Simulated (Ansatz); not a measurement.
A trial structure of Ag was built thus: one element on all sites of the Na type (I-43d, No. 220). The dimensions are guesses.

```
Ag
1.0
    -3.26395    3.26395    3.26395
     3.26395   -3.26395    3.26395
     3.26395    3.26395   -3.26395
Ag
8
Direct
  0.50000 0.00000 0.45133
  0.45133 0.50000 0.00000
  0.00000 0.95133 0.50000
  0.95133 0.50000 0.00000
  0.00000 0.45133 0.50000
  0.50000 0.00000 0.95133
  0.54867 0.54867 0.54867
  0.04867 0.04867 0.04867
```

All numbers below come from Ansatz 0.2.0, DFT PBE, scalar-relativistic, plane waves, PAW. Cutoff 420 eV, Gaussian smearing, Γ-centred meshes. Cell and atoms relax on a converged mesh. In metals the finer mesh still leaves noise of several meV/atom or more. The steps can't lower the symmetry of their start. No spin polarisation.

A guess keeps its type if space group and coordination stay and the shape of the cell changes little (axis ratios within about 15 %, angles within 6°); the volume may change.

Question: Does this structure survive the relaxation?

Answer: It keeps its type. The symmetry stays I-43d (No. 220). The volume per atom grows by 3.9 %, from 17.4 to 18.1 Å³. The shortest distance goes from 2.83 Å (Ag–Ag) to 2.86 Å (Ag–Ag). Counting neighbours within 15 % of an atom's shortest distance, the start has Ag 11 and the end Ag 11.

Energies count from the standard state of Ag at the same level.

Question: At what energy does it end?

Answer: +0.03 eV/atom. It lies above the standard state, so it could only be metastable.

The last run used an 8×8×8 mesh for its 8-atom cell and Gaussian smearing of 0.10 eV. For metals, differences of a few meV/atom aren't resolved. Symmetry constrained the relaxation, so the result can be a saddle point.
